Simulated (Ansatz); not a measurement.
input.yaml (Ansatz)

```yaml
crystal:
  lattice:
    - [0.0, 1.6781247549, 1.6781247549]
    - [1.6781247549, 0.0, 1.6781247549]
    - [1.6781247549, 1.6781247549, 0.0]
  atoms:
    - { symbol: Mn, position: [0.0, 0.0, 0.0], spin: 3.0 }
hamiltonian:
  xc: pbe
  pseudopotentials:
    kind: paw
    azcp:
      Mn: "pseudopotentials/Mn.paw.azcp"
basis:
  ecutwfc: 420
  fft_grid_basis: typed
kpoints:
  mp_grid: { grid: [17, 17, 17], shift: [0, 0, 0] }
magnetization:
  spin_polarized: true
scf:
  occupations: { method: fermi_dirac, width: 0.05 }
  lower_state_search: "off"
output:
  stress: true
  write_density: true
  write_potential: true
  elf: true
  volumetric_format: npy
```

and its output:

```
Engine: ansatz 0.2.0, x86_64-unknown-linux-gnu
Pseudopotentials: kind: paw
Pseudopotential: Mn, paw, valence charge 15, recommended cutoff 420 eV (normal) 
Functional definition: PBE
  parameter kappa = 0.804
  parameter beta = 0.06672455060314922
  exchange = pbe_x(kappa = kappa, mu = beta*pi^2/3)
  correlation = pbe_c(beta = beta)
Crystal: 1 atoms, lattice volume = 9.452 Å³
Basis set: ecut = 420 eV, 169 PW (Γ)
Bands: 13, of which v1, the nominal top of the filled ones, is band 8 counted from 1 (7 counted from 0)
Symmetry: 48 space group operations
Space group: Fm-3m (ITA 225), of the structure as read, at distance tolerance 2.1e-5 Å
Magnetic group: BNS 225.116 (UNI 1618), of the structure as read, at distance tolerance 2.1e-5 Å
k-points: 165 of 4913
Non-local potential: Mn, projectors of the file, l = 0: 3, l = 1: 2, l = 2: 3, l = 3: 1
PAW form: soft (Blöchl's): semilocal exchange-correlation on the pseudo side does not see the compensation charge
PAW one-centre angular grid: Mn, 590 points (default); XC on 64 Gauss nodes
Initial density: superposition of atomic densities (chi_scale 0.1, normalization cell)
Starting moments: Σ|m| = 3 μB on 1 of 1 site
Initial wavefunctions: pseudopotential atomic-orbital guess
Functional: x = pbe(κ = 0.804, μ = 0.2195149727645171), c = pbe(β = 0.06672455060314922)
SCF iter   1: F=—  HF=-3898.058697 eV  |F-HF|=—  |Δ(HF+E_count)|=         —  Δρ=2.07e-1 (↑2.07e-1 ↓1.10e-1)  dr2=9.11e-1  dr2_m=2.08e0  M=1.511 μB ∫|m|=1.519 μB  β_m=0.30  ethr=3.10e-3  ⟨swp⟩=4.5  Hψ=19395  notcnv=0
Mixer restart at iter 1: flushing history
spin-set hold released at iteration 1 (the charge has settled, or the pull on large starting moments outlasts its swing): the magnetisation degrees of freedom join the quasi-Newton model from the next iteration; the mixer history was flushed
SCF iter   2: F=—  HF=-3898.032021 eV  |F-HF|=—  |Δ(HF+E_count)|=   2.67e-2  Δρ=1.16e-1 (↑1.16e-1 ↓1.11e-1)  dr2=1.74e-2  dr2_m=1.11e0  M=1.455 μB ∫|m|=1.462 μB  β_m=0.51  ethr=3.10e-3  ⟨swp⟩=2.6  Hψ=8796  notcnv=0  defer=208
SCF iter   3: F=—  HF=-3898.410092 eV  |F-HF|=—  |Δ(HF+E_count)|=   3.78e-1  Δρ=1.29e-1 (↑1.29e-1 ↓6.45e-2)  dr2=3.28e-1  dr2_m=7.79e-1  M=0.927 μB ∫|m|=0.942 μB  β_m=0.20  ethr=1.16e-4  ⟨swp⟩=3.1  Hψ=9751  notcnv=0  defer=208
SCF iter   4: F=—  HF=-3898.464125 eV  |F-HF|=—  |Δ(HF+E_count)|=   5.40e-2  Δρ=6.79e-2 (↑4.99e-2 ↓6.79e-2)  dr2=2.44e-2  dr2_m=2.98e-1  M=0.735 μB ∫|m|=0.748 μB  β_m=0.32  ethr=1.16e-4  ⟨swp⟩=3.2  Hψ=10496  notcnv=0  defer=237
SCF iter   5: F=—  HF=-3898.583576 eV  |F-HF|=—  |Δ(HF+E_count)|=   1.19e-1  Δρ=2.11e-2 (↑1.41e-2 ↓2.11e-2)  dr2=2.74e-2  dr2_m=1.85e-2  M=0.256 μB ∫|m|=0.294 μB  β_m=0.90  ethr=1.16e-4  ⟨swp⟩=3.1  Hψ=10039  notcnv=0  defer=220
SCF iter   6: F=—  HF=-3898.579719 eV  |F-HF|=—  |Δ(HF+E_count)|=   3.86e-3  Δρ=1.83e-2 (↑1.83e-2 ↓1.07e-2)  dr2=4.27e-3  dr2_m=1.78e-2  M=0.244 μB ∫|m|=0.250 μB  β_m=0.94  ethr=1.16e-4  ⟨swp⟩=2.9  Hψ=9057  notcnv=0  defer=221
SCF iter   7: F=—  HF=-3898.588219 eV  |F-HF|=—  |Δ(HF+E_count)|=   8.50e-3  Δρ=8.91e-3 (↑8.91e-3 ↓4.86e-3)  dr2=1.30e-3  dr2_m=3.97e-3  M=0.151 μB ∫|m|=0.153 μB  β_m=0.97  ethr=2.84e-5  ⟨swp⟩=2.2  Hψ=7119  notcnv=0  defer=228
SCF iter   8: F=—  HF=-3898.590799 eV  |F-HF|=—  |Δ(HF+E_count)|=   2.58e-3  Δρ=2.40e-3 (↑1.13e-3 ↓2.40e-3)  dr2=1.04e-4  dr2_m=2.59e-4  M=0.061 μB ∫|m|=0.062 μB  β_m=0.99  ethr=8.69e-6  ⟨swp⟩=2.5  Hψ=7743  notcnv=0  defer=228
SCF iter   9: F=—  HF=-3898.591217 eV  |F-HF|=—  |Δ(HF+E_count)|=   4.18e-4  Δρ=6.70e-4 (↑6.70e-4 ↓3.70e-4)  dr2=6.40e-6  dr2_m=2.32e-5  M=-0.008 μB ∫|m|=0.008 μB  β_m=0.99  ethr=6.90e-7  ⟨swp⟩=2.1  Hψ=7821  notcnv=0  defer=223
SCF iter  10: F=—  HF=-3898.591223 eV  |F-HF|=—  |Δ(HF+E_count)|=   6.04e-6  Δρ=1.98e-4 (↑1.98e-4 ↓1.61e-4)  dr2=1.28e-7  dr2_m=2.71e-6  M=-0.004 μB ∫|m|=0.004 μB  β_m=1.00  ethr=4.27e-8  ⟨swp⟩=2.1  Hψ=5492  notcnv=0  defer=221
iter 11 did not close the SCF: its close was put off for a magnetic moment that had not settled (scf_convergence_deferred on its scf_iter line)
SCF iter  11: F=-3898.591225 eV  HF=-3898.591225 eV  |F-HF|=3.52e-9  |Δ(HF+E_count)|=   1.90e-6  Δρ=1.48e-5 (↑1.48e-5 ↓1.08e-5)  dr2=1.24e-9  dr2_m=1.40e-8  M=-0.000 μB ∫|m|=0.000 μB  β_m=1.00  ethr=6.67e-10  ⟨swp⟩=10.4  Hψ=29071  notcnv=0
iter 12 did not close the SCF: its close was put off for a magnetic moment that had not settled (scf_convergence_deferred on its scf_iter line)
SCF iter  12: F=-3898.591225 eV  HF=-3898.591225 eV  |F-HF|=3.50e-11  |Δ(HF+E_count)|=   8.89e-9  Δρ=6.08e-7 (↑4.21e-7 ↓6.08e-7)  dr2=4.99e-12  dr2_m=2.19e-11  M=0.000 μB ∫|m|=0.000 μB  β_m=1.00  ethr=8.28e-12  ⟨swp⟩=4.5  Hψ=19584  notcnv=0
SCF iter  13: F=-3898.591225 eV  HF=-3898.591225 eV  |F-HF|=4.55e-13  |Δ(HF+E_count)|=  4.09e-11  Δρ=1.22e-7 (↑1.22e-7 ↓6.70e-8)  dr2=1.80e-12  dr2_m=1.80e-13  M=0.000 μB ∫|m|=0.000 μB  ethr=1.00e-12  ⟨swp⟩=3.7  Hψ=15766  notcnv=0
WARN: the starting moments were not kept: the SCF closed with an absolute magnetisation of 1.6e-6 μB, where they sum to 3 μB in size (1 site). That is at most 0.1 of that sum. Measured as dr2_m measures the in/out step, that magnetisation stands 3.7e-12 eV from none, at or under the dr2_threshold of 1.0e-7 eV: it is no larger than a step whose dr2_m would equal this threshold. The system may hold no moment; this SCF shows only that its start led to no more than that. To try another start: raise the starting moments (crystal.atoms[].spin, magnetization.per_species, magnetization.initial_magnetization, or on a non-collinear deck that types none of these the spinor_matrix: blocks that start its atoms; where the total moment is fixed, keep their sum and leave initial_magnetization as it is; typed ones take the place of any that the run laid by itself, positive ones on a crystal's lanthanoids without a Hubbard term where scf.initial_density.shell_occupations: [] is typed) or, if the notice of its spin-set hold's release reads "site moments contracting" or "site moments show no strong build", lengthen the hold (scf.mixing.spin_hold: { on: { confirm: 4 } }; for m-r²SCAN on two components see the key's manual first). Each may lead to a state that holds a moment. A second SCF, from the converged charge density, with the starting moments and any scf.initial_density.shell_occupations laid on it anew, would have followed, and was not run: the deck does not ask for one (magnetization.retry_lost_moments is false, the default). To let it run, set magnetization.retry_lost_moments: true and run the deck again, where that key's refused combinations let it; where memory then withholds it, that run's warning says so.
SCF 1 converged in 13 iterations: F = -3898.591225 eV  dr2 = 1.80e-12
SCF converged after 13 iterations
Magnetization: 0.0000 μB (7.5000 up, 7.5000 down)
Absolute magnetization: 0.0000 μB (∫|ρ↑−ρ↓|, with the PAW one-centre terms)
Spin contamination: 0.0000 ħ² per cell (⟨S²⟩ above its minimum at these occupations)
Per-site moments (μB) at R_I (Å): [(1.5296122593821235e-6, 0.9789560499401123)]
Free energy (F): -3898.591225 eV
Harris-Foulkes:  -3898.591225 eV  (|F-HF|=4.55e-13)
Internal energy: -3898.579816 eV  (E = F + TS)
E sigma→0 (E₀):  -3898.585520 eV
Entropy (-TS):   -0.011409 eV (-11.409 meV/atom)
Fermi energy:    23.605949 eV
--- Per-component energies (eV) ---
  E_band       = -111.270798
  E_kinetic    = 312.995498
  E_local      = -1424.850265  (includes V_loc(G=0)·N_el)
  E_nonlocal   = 236.091322
  E_hartree    = 603.614801
  E_xc         = -117.551232
  E_vxc        = -150.783334  (∫ρ·V_xc dr)
  E_paw        = -1295.905691  (= ΣΔE_a)
  E_vpaw       = -291.953677  (= ΣTr[D̂ρ^β])
  E_aug_tail   = -0.000011  (compensation charges beyond the density's cutoff)
  E_ewald      = -2212.974237
  E_smearing   = -0.011409  (= −TS)
  E_closure    = 0.000000  (closes the sum)
  Σ components = -3898.591225   (vs F -3898.591225, Δ=0.00e0)
--- Stress (GPa, compression-positive) ---
       47.840556       0.000000      -0.000000
       -0.000000      47.840556      -0.000000
       -0.000000      -0.000000      47.840556
  P = ⅓ Tr σ = 47.8406 GPa (478.406 kbar)
--- Band table (eV; the first three rows and the last of 330) ---
  k-point 0 ↑: bands = ["-55.8434", "-23.9019", "-23.9019", "-23.9019", "14.6889", "22.2080", "22.2080", "22.2080", "24.2595", "24.2595", "45.8006", "52.3881", "52.3881"]
  k-point 1 ↑: bands = ["-55.8348", "-23.9424", "-23.9069", "-23.9069", "14.8533", "22.1315", "22.2636", "22.2636", "24.2286", "24.2286", "45.8512", "50.9550", "52.4274"]
  k-point 2 ↑: bands = ["-55.8098", "-24.0579", "-23.9213", "-23.9213", "15.3298", "21.9303", "22.4045", "22.4045", "24.1646", "24.1646", "45.7483", "48.6737", "52.5263"]
  k-point 164 ↓: bands = ["-55.4992", "-24.6835", "-24.6110", "-24.3140", "19.4068", "20.7879", "21.2352", "24.0198", "26.0046", "33.8118", "35.3034", "37.3407", "39.4215"]
```

Launched by

```sh
ansatz run input.yaml --threads 1 --pin off --max-ram 3584MiB --backend cpu --events-out ev --progress --plain --runs-dir out
```

On 1 thread of Intel(R) Xeon(R) Platinum 8259CL CPU @ 2.50GHz (Skylake/Cascade Lake) (shared host) this took about 11 s of wall time and 10 s of CPU time.
